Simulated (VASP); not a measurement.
A run of VASP 6.6.1:

File INCAR:

```
PREC = Accurate ; ENCUT = 600
EDIFF = 1E-6 ; ISMEAR = 0
SIGMA = 0.03 ; LREAL = F
LASPH = T ; NELM = 80
ALGO = Normal ; ISIF = 3
LWAVE = F ; LCHARG = F
GGA = PE ; IVDW = 12
IBRION = 2 ; NSW = 90
EDIFFG = -0.01
```

File KPOINTS:

```
regular mesh
0
Gamma
  10 10 10
```

The input POSCAR:

```
Sn
1.0
    0.0000000000      3.2333428000      3.2333428000
    3.2333428000      0.0000000000      3.2333428000
    3.2333428000      3.2333428000      0.0000000000
Sn
2
Direct
    0.0000000000      0.0000000000      0.0000000000
    0.2500000000      0.2500000000      0.2500000000
```

Potentials or basis: VASP PAW PBE potentials, release 64 (Sn_d).

The run is started by

```bash
$ cat potpaw_PBE.64/Sn_d/POTCAR > POTCAR
$ mpirun -np 1 vasp_std > vasp.out
```

Hardware: 1 thread of Intel(R) Xeon(R) Platinum 8488C (Sapphire Rapids), with other jobs on the host.

**Question.** How long does it take, and how much memory?

**Answer.** It took 100 s on 1 thread of Intel(R) Xeon(R) Platinum 8488C (Sapphire Rapids) (shared host), peak memory 0.27 GiB. Counts: scf iterations 29, k points 47, ion steps 3.
